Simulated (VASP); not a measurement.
# SiC (Moissanite 3C) (F-43m) in VASP: a series of runs, part 2 of 2

VASP 6.6.1.

## 3. Relaxation of cell and atoms, PBE

Input file INCAR:

```
SYSTEM = SiC
PREC = Accurate
ENCUT = 680
EDIFF = 1E-6
ISMEAR = -1
SIGMA = 0.05
LREAL = .False.
LASPH = .True.
NELM = 60
ALGO = Normal
ISIF = 3
LWAVE = .False.
LCHARG = .False.
GGA = PE
IBRION = 2
NSW = 40
EDIFFG = -0.02
```

Input file KPOINTS:

```
Automatic mesh
0
Gamma
  10 10 10
  0 0 0
```

Input file POSCAR:

```
SiC
1.0
    0.0000000000      2.1790000000      2.1790000000
    2.1790000000      0.0000000000      2.1790000000
    2.1790000000      2.1790000000      0.0000000000
Si C
1 1
Direct
    0.0000000000      0.0000000000      0.0000000000
    0.7500000000      0.7500000000      0.7500000000
```

Potentials or basis: VASP PAW PBE potentials, release 64 (Si_GW, C_GW).

Command:

```sh
> cat potpaw_PBE.64/Si_GW/POTCAR potpaw_PBE.64/C_GW/POTCAR > POTCAR
> mpirun -np 1 vasp_std > vasp.out
```

OUTCAR:

```text
SYSTEM = SiC
   PREC = Accurate
   ENCUT = 680
   EDIFF = 1E-6
   ISMEAR = -1
   LREAL = .False.
   LASPH = .True.
   NELM = 60
   ISIF = 3
   GGA = PE
   IBRION = 2
   NSW = 40
   EDIFFG = -0.02

 ion  position               nearest neighbor table
   1  0.000  0.000  0.000-   2 1.89   2 1.89   2 1.89   2 1.89
   2  0.750  0.750  0.750-   1 1.89   1 1.89   1 1.89   1 1.89

  LATTYP: Found a face centered cubic cell.
 ALAT       =     4.3580000000

  Lattice vectors:

 A1 = (   0.0000000000,   2.1790000000,   2.1790000000)
 A2 = (   2.1790000000,   0.0000000000,   2.1790000000)
 A3 = (   2.1790000000,   2.1790000000,   0.0000000000)

Analysis of symmetry for initial positions (statically):
=====================================================================
 Subroutine PRICEL returns:
 Original cell was already a primitive cell.

 Routine SETGRP: Setting up the symmetry group for a
 face centered cubic supercell.

 Subroutine GETGRP returns: Found 24 space group operations
 (whereof 24 operations were pure point group operations)
 out of a pool of 48 trial point group operations.

The static configuration has the point symmetry T_d .

Analysis of symmetry for dynamics (positions and initial velocities):
=====================================================================
 Subroutine PRICEL returns:
 Original cell was already a primitive cell.

 Routine SETGRP: Setting up the symmetry group for a
 face centered cubic supercell.

 Subroutine GETGRP returns: Found 24 space group operations
 (whereof 24 operations were pure point group operations)
 out of a pool of 48 trial point group operations.

The dynamic configuration has the point symmetry T_d .

 Subroutine INISYM returns: Found 24 space group operations
 (whereof 24 operations are pure point group operations),
 and found     1 'primitive' translations

----------------------------------------------------------------------------------------

[... 132 lines left out ...]

 number of electron       8.0000000 magnetization

 Free energy of the ion-electron system (eV)
  ---------------------------------------------------
  ext. energy  EPLUGINS =         0.00000000
  ---------------------------------------------------
  free energy    TOTEN  =       -15.05717080 eV

  energy without entropy =      -15.05717078  energy(sigma->0) =      -15.05717079

------------------------ aborting loop because EDIFF is reached ----------------------------------------

  FORCE on cell =-STRESS in cart. coord.  units (eV):
  Direction    XX          YY          ZZ          XY          YZ          ZX
  --------------------------------------------------------------------------------------
  -------------------------------------------------------------------------------------
  Total        0.4327751      0.4327751      0.4327751     -0.0000000      0.0000000     -0.0000000
  in kB       33.5097495     33.5097495     33.5097495     -0.0000000      0.0000000     -0.0000000
  external PRESSURE =      33.5097495 kB  Pullay stress =       0.0000000 kB
[... 59 lines left out ...]
--------------------------------------- Ionic step        3  -------------------------------------------

 number of electron       8.0000000 magnetization

 Free energy of the ion-electron system (eV)
  ---------------------------------------------------
  ext. energy  EPLUGINS =         0.00000000
  ---------------------------------------------------
  free energy    TOTEN  =       -15.06043560 eV

  energy without entropy =      -15.06043559  energy(sigma->0) =      -15.06043559

 E-fermi :   8.3062     XC(G=0): -11.2723

 val. band max:        7.6018386619   @ k =   0.0000   0.0000   0.0000
 cond. band min:       8.9729089530   @ k =   0.5000   0.5000   0.0000
 fundamental gap:      1.3710702910
 Fermi energy:         8.3062371340

 k-point     1 :       0.0000    0.0000    0.0000
  band No.  band energies     occupation
      1      -7.6854      2.00000
      2       7.6018      2.00000
      3       7.6018      2.00000
      4       7.6018      2.00000
      5      13.6528      0.00000
      6      14.8013      0.00000
      7      14.8013      0.00000
      8      14.8013      0.00000
[... 243 lines left out ...]
 k-point    24 :       0.4000    0.3000    0.0000
  band No.  band energies     occupation
      1      -4.5859      2.00000
      2       2.0350      2.00000
      3       4.4792      2.00000
      4       4.9995      2.00000
      5      10.4595      0.00000
      6      13.1621      0.00000
      7      19.0543      0.00000
      8      19.3823      0.00000

 [... further k-points ...]

------------------------ aborting loop because EDIFF is reached ----------------------------------------

  FORCE on cell =-STRESS in cart. coord.  units (eV):
  Direction    XX          YY          ZZ          XY          YZ          ZX
  --------------------------------------------------------------------------------------
  -------------------------------------------------------------------------------------
  Total        0.0009001      0.0009001      0.0009001      0.0000000      0.0000000      0.0000000
  in kB        0.0686403      0.0686403      0.0686403      0.0000000      0.0000000      0.0000000
  external PRESSURE =       0.0686403 kB  Pullay stress =       0.0000000 kB
[... 17 lines left out ...]
  FREE ENERGIE OF THE ION-ELECTRON SYSTEM (eV)
  ---------------------------------------------------
  free  energy   TOTEN  =       -15.0604356005 eV

  energy  without entropy=      -15.0604355857  energy(sigma->0) =      -15.06043559

 reached required accuracy - stopping structural energy minimisation
```

Run time: 55 s. Hardware: 1 thread of AMD EPYC, shared host; peak memory 0.14 GiB.

What came out:

* Free energy: -15.0604 eV
* Relaxed volume: 10.50 Å³/atom
* Relaxed cell: a = 3.097 Å, b = 3.097 Å, c = 3.097 Å, α = 60.00°, β = 60.00°, γ = 60.00°
* Space group after relaxing (to 0.05 Å): F-43m (No. 216)
* Energy gained by relaxing: 1.6 meV/atom
* Ionic steps: 3
* Pressure after relaxing: 0.0 GPa
* Band gap on the k mesh: 1.37 eV, indirect (least direct gap 4.53 eV)

Step by step:
```tsv
step	energy change (eV)	largest force (eV/Å)	pressure (GPa)	volume (Å³)
1	0.0000	0.0000	3.35	20.69
2	0.0002	0.0000	-3.28	21.35
3	-0.0033	0.0000	0.01	21.01
```

Final structure:
```
Si C
1.0
     0.00000    2.19010    2.19010
     2.19010    0.00000    2.19010
     2.19010    2.19010    0.00000
Si C
1 1
Direct
  0.00000 0.00000 0.00000
  0.75000 0.75000 0.75000
```

A k mesh can miss the band edges. Zero-point motion and thermal expansion aren't in these numbers.

## 4. Relaxation of cell and atoms, PBE

Input file INCAR:

```
SYSTEM = SiC
  PREC = Accurate
  ENCUT = 630
  EDIFF = 1E-6
  ISMEAR = -1
  SIGMA = 0.05
  LREAL = .False.
  LASPH = .True.
  NELM = 100
  ALGO = Normal
  ISIF = 3
  LWAVE = .False.
  LCHARG = .False.
  GGA = PE
  IBRION = 2
  NSW = 60
  EDIFFG = -0.01
```

KPOINTS is that of step 3.

POSCAR is that of step 3.

Command:

```sh
> cat potpaw_PBE.64/Si_GW/POTCAR potpaw_PBE.64/C_GW/POTCAR > POTCAR
> mpirun -np 1 vasp_std > vasp.out
```

Run time: 57 s. Hardware: 1 thread of AMD EPYC, shared host; peak memory 0.14 GiB.

It converged, with:

| Quantity | Value |
| --- | --- |
| Free energy | -15.0608 eV |
| Relaxed volume | 10.51 Å³/atom |
| Relaxed cell | a = 3.097 Å, b = 3.097 Å, c = 3.097 Å, α = 60.00°, β = 60.00°, γ = 60.00° |
| Space group after relaxing (to 0.05 Å) | F-43m (No. 216) |
| Energy gained by relaxing | 1.6 meV/atom |
| Ionic steps | 3 |
| Pressure after relaxing | 0.0 GPa |
| Band gap on the k mesh | 1.37 eV, indirect (least direct gap 4.53 eV) |

Step by step:
```csv
step,energy change (eV),largest force (eV/Å),pressure (GPa),volume (Å³)
1,0.0000,0.0000,3.36,20.69
2,0.0002,0.0000,-3.29,21.35
3,-0.0033,0.0000,0.01,21.01
```

Final structure:
```
Si C
1.0
     0.00000    2.19013    2.19013
     2.19013    0.00000    2.19013
     2.19013    2.19013    0.00000
Si C
1 1
Cartesian
  0.0000 0.0000 0.0000
  3.2852 3.2852 3.2852
```

Levels at points of the mesh, in eV from the valence-band top:
```tsv
k point	band 2	band 3	band 4	band 5	band 6	band 7
(0.00, 0.00, 0.00)	0.00	0.00	0.00	6.05	7.20	7.20
(0.50, 0.00, 0.00)	-8.45	-1.05	-1.05	5.29	7.16	7.16
(0.50, 0.50, 0.00)	-7.75	-3.16	-3.16	1.37	4.27	13.84
```

## 5. Single point, PBE

Input file INCAR:

```
SYSTEM = SiC
PREC = Accurate ; ENCUT = 520
EDIFF = 1E-6 ; ISMEAR = 0
SIGMA = 0.1 ; LREAL = .FALSE.
LASPH = .TRUE. ; NELM = 100
ALGO = Normal ; ISIF = 2
LWAVE = .FALSE. ; LCHARG = .TRUE.
GGA = PE ; LELF = .TRUE.
LVHAR = .TRUE.
```

Input file KPOINTS:

```
Automatic mesh
0
G
  10 10 10
  0 0 0
```

Input file POSCAR:

```
SiC
3.0816
    0.000000000000      0.707100207684      0.707100207684
    0.707100207684      0.000000000000      0.707100207684
    0.707100207684      0.707100207684      0.000000000000
Si C
1 1
Direct
    0.0000000000      0.0000000000      0.0000000000
    0.7500000000      0.7500000000      0.7500000000
```

Potentials or basis: VASP PAW PBE potentials, release 64 (Si, C).

Command:

```sh
> cat potpaw_PBE.64/Si/POTCAR potpaw_PBE.64/C/POTCAR > POTCAR
> mpirun -np 1 vasp_std > vasp.out
```

Run time: 8.7 s. Hardware: 1 thread of AMD EPYC 7R13 (Zen 3), shared host; peak memory 0.1 GiB.

Results (log left out):

```yaml
Free_energy: -15.0577 eV
Pressure: 3.2 GPa
Band_gap_on_the_k_mesh: 1.36 eV, indirect (least direct gap 4.54 eV)
```

Levels at points of the mesh, in eV from the valence-band top:
```
           k point  band 1  band 2  band 3  band 4  band 5  band 6  band 7  band 8
(0.00, 0.00, 0.00)  -15.40    0.00    0.00    0.00    6.23    7.31    7.31    7.31
(0.50, 0.00, 0.00)  -11.84   -8.53   -1.05   -1.05    5.43    7.23    7.23   10.05
(0.50, 0.50, 0.00)  -10.39   -7.79   -3.18   -3.18    1.36    4.32   14.04   14.04
```

## 6. Single point, PBE

Input file run.py:

```python
from ase.calculators.vasp import Vasp
from ase.dft.bandgap import bandgap
from ase.io import read

atoms = read('SiC.cif')
calc = Vasp(
    directory='calc',
    xc='pbe',
    pp='PBE',
    setups='recommended',
    prec='Accurate',
    encut=520,
    ediff=1e-07,
    ismear=0,
    sigma=0.1,
    lreal=False,
    lasph=True,
    nelm=80,
    algo='Fast',
    isif=2,
    lwave=False,
    lcharg=False,
    kpts=[10, 10, 10],
    gamma=True,
    nbands=11,
)
atoms.calc = calc

print('energy (eV):', atoms.get_potential_energy())
print('free energy (eV):', atoms.get_potential_energy(force_consistent=True))
print('forces (eV/A):')
print(atoms.get_forces())
print('stress (eV/A^3, Voigt):', atoms.get_stress())
print('Fermi level (eV):', calc.get_fermi_level())
gap, top, bottom = bandgap(calc)
print('band gap (eV):', gap, 'from (spin, k, band)', top, 'to', bottom)
```

Input file SiC.cif:

```cif
data_SiC
_cell_length_a 3.08157135
_cell_length_b 3.08157135
_cell_length_c 3.08157135
_cell_angle_alpha 60.00000000
_cell_angle_beta 60.00000000
_cell_angle_gamma 60.00000000
_space_group_name_H-M_alt 'P1'
_space_group_name_Hall 'P 1'
_space_group_IT_number 1
loop_
_space_group_symop_operation_xyz
'x,y,z'
loop_
_atom_site_label
_atom_site_type_symbol
_atom_site_symmetry_multiplicity
_atom_site_Wyckoff_symbol
_atom_site_fract_x
_atom_site_fract_y
_atom_site_fract_z
_atom_site_occupancy
Si1 Si 1 a 0.0000000000 0.0000000000 0.0000000000 1
C1 C 1 a 0.7500000000 0.7500000000 0.7500000000 1
```

Potentials or basis: VASP PAW PBE potentials, release 64 (Si, C).

Command:

```sh
> python run.py
```

What it wrote:

```text
energy (eV): -15.05771945
free energy (eV): -15.05771945
forces (eV/A):
[[-0.  0.  0.]
 [ 0. -0. -0.]]
stress (eV/A^3, Voigt): [-0.02005527 -0.02005527 -0.02005527  0.         -0.         -0.        ]
Fermi level (eV): 8.57211977
band gap (eV): 1.357000000000001 from (spin, k, band) (0, np.int64(0), np.int64(3)) to (0, np.int64(30), np.int64(4))
```

OUTCAR:

```text
ENCUT = 520.000000
   EDIFF = 1.00e-07
   GGA = PE
   PREC = Accurate
   ISIF = 2
   ISMEAR = 0
[... 805 lines left out ...]
      0.00000      0.00000      0.00000        -0.000000      0.000000      0.000000
      4.62236      2.66872      1.88707         0.000000     -0.000000     -0.000000
 -----------------------------------------------------------------------------------
    total drift:                               -0.000000     -0.000000     -0.000000

  FREE ENERGIE OF THE ION-ELECTRON SYSTEM (eV)
  ---------------------------------------------------
  free  energy   TOTEN  =       -15.0577194459 eV

  energy  without entropy=      -15.0577194459  energy(sigma->0) =      -15.05771945
```

INCAR:

```text
ENCUT = 520.000000
SIGMA = 0.100000
EDIFF = 1.00e-07
ALGO = Fast
GGA = PE
PREC = Accurate
ISIF = 2
ISMEAR = 0
NBANDS = 11
NELM = 80
LASPH = .TRUE.
LCHARG = .FALSE.
LWAVE = .FALSE.
LREAL = .FALSE.
```

Wall time 18 s (1 thread of AMD EPYC 7R13 (Zen 3), shared host); peak memory 0.1 GiB.

Results:

| Quantity | Value |
| --- | --- |
| Free energy | -15.0577 eV |
| Pressure | 3.2 GPa |
| Band gap on the k mesh | 1.36 eV, indirect (least direct gap 4.54 eV) |

## 7. The reference run

An earlier run on the cell as given: functional PBE; potentials or basis VASP PAW PBE potentials, release 64 (Si, C); cutoff 520 eV; k mesh 10 × 10 × 10; occupations fermi-dirac, width 0.05 eV; no spin polarisation.

- Pressure: 3.2 GPa
- Band gap on the k mesh: 1.36 eV, indirect (least direct gap 4.54 eV)

## 8. The runs side by side

| task | potentials or basis | cell | cutoff (eV) | smearing | gap on the mesh (eV) | pressure (GPa) | relaxed volume (Å³/atom) |
| --- | --- | --- | --- | --- | --- | --- | --- |
| relaxation of cell and atoms | VASP PAW PBE potentials, release 64 (Si, C) | relaxed | 600 | fermi-dirac 0.05 eV | 1.37 | 0.0 | 10.49 |
| relaxation of cell and atoms | VASP PAW PBE potentials, release 64 (Si_GW, C_GW) | relaxed | 680 | fermi-dirac 0.05 eV | 1.37 | 0.0 | 10.50 |
| relaxation of cell and atoms | VASP PAW PBE potentials, release 64 (Si_GW, C_GW) | relaxed | 630 | fermi-dirac 0.05 eV | 1.37 | 0.0 | 10.51 |
| single point | VASP PAW PBE potentials, release 64 (Si, C) | as given | 520 | gaussian 0.1 eV | 1.36 | 3.2 | - |
| single point | VASP PAW PBE potentials, release 64 (Si, C) | as given | 520 | fermi-dirac 0.05 eV | 1.36 | 3.2 | - |

Alike in all rows: level PBE; no spin polarisation; k mesh 10 × 10 × 10.

Absolute energies hang on the potentials; compare differences alone.

## 9. Comparison with measurements

Step 5. Against the measured gap of SiC, 2.4 eV (indirect; quoted in “Insight into the structural, elastic and electronic properties of a new orthorhombic 6O-SiC polytype”, 2020, pmc:7200658), the calculated 1.36 eV is off by -1.04 eV. The value is that of PBE on a finite k mesh, which can miss the band edges, without temperature or zero-point motion. Semilocal functionals fall short of measured gaps as a rule.

Step 6. Against the measured gap of SiC, 2.4 eV (indirect; quoted in “Insight into the structural, elastic and electronic properties of a new orthorhombic 6O-SiC polytype”, 2020, pmc:7200658), the calculated 1.36 eV is off by -1.04 eV. The value is that of PBE on a finite k mesh, which can miss the band edges, without temperature or zero-point motion. Semilocal functionals fall short of measured gaps as a rule.
